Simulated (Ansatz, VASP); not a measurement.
## One calculation of SnTe, two programs

Contents of INCAR:

```
PREC     = Accurate       # precision mode
ENCUT    = 520            # plane-wave cutoff, eV
EDIFF    = 1E-8           # SCF threshold, eV
ISMEAR   = -1             # smearing method
SIGMA    = 0.05           # smearing width, eV
LREAL    = False          # projectors in reciprocal space
LASPH    = True           # aspherical terms in the spheres
NELM     = 60             # most SCF steps
ALGO     = Normal         # electronic algorithm
ISIF     = 2              # what is computed and relaxed
LWAVE    = False          # write WAVECAR
LCHARG   = False          # write CHGCAR
GGA      = PE             # functional
LEFG     = True         
NBANDS   = 17             # bands
```

File KPOINTS:

```
Automatic mesh
0
Gamma
  9 9 9
```

The input POSCAR:

```
SnTe
1.0
    0.0000000000      3.6774787662      3.6774787662
    3.6774787662      0.0000000000      3.6774787662
    3.6774787662      3.6774787662      0.0000000000
Sn Te
1 1
Direct
    0.0000000000      0.0000000000      0.0000000000
    0.2500000000      0.2500000000      0.2500000000
```

Input for Ansatz:

```yaml
crystal:
  lattice:
    - [0.0, 3.6774787662, 3.6774787662]
    - [3.6774787662, 0.0, 3.6774787662]
    - [3.6774787662, 3.6774787662, 0.0]
  atoms:
    - { symbol: Sn, position: [0.0, 0.0, 0.0] }
    - { symbol: Te, position: [0.25, 0.25, 0.25] }
kpoints:
  mp_grid: { grid: [9, 9, 9] }
scf:
  occupations: { method: fermi_dirac, width: 0.05 }
hamiltonian:
  xc: pbe
  pseudopotentials: { kind: all_electron, datasets: crystal }
output:
  forces: true
  stress: true
  eigenvalues: true
  efg: { contact_densities: true }
```

Change from the starting cell: volume scaled by 1.06, crystal datasets.

Alike in both runs: task electric field gradients; functional PBE; k mesh 9 × 9 × 9; occupations fermi-dirac, width 0.05 eV; no spin polarisation.

```csv
,VASP,Ansatz
version,VASP 6.6.1,Ansatz 0.2.0
potentials or method,"VASP PAW PBE potentials, release 64 (Sn_d, Te)","all-electron PAW with datasets made for the crystal, scalar-relativistic"
plane-wave cutoff (eV),520,see its input
```

```tsv
	VASP	Ansatz	Ansatz less VASP
pressure (GPa)	-1.3	-1.2	+0.01
Vzz of the field gradient on the site that differs most (V/Å²)	0.0	0.0	0.00
```

Ansatz ran all-electron here, so the differences hold the error of VASP's frozen core and of both bases. Ansatz warned: «gradients_without_spin_orbit».

Caveats: spin-orbit coupling is left out, which moves the levels of the heavy elements; an odd mesh through Γ misses points on the zone boundary, where band edges often lie.
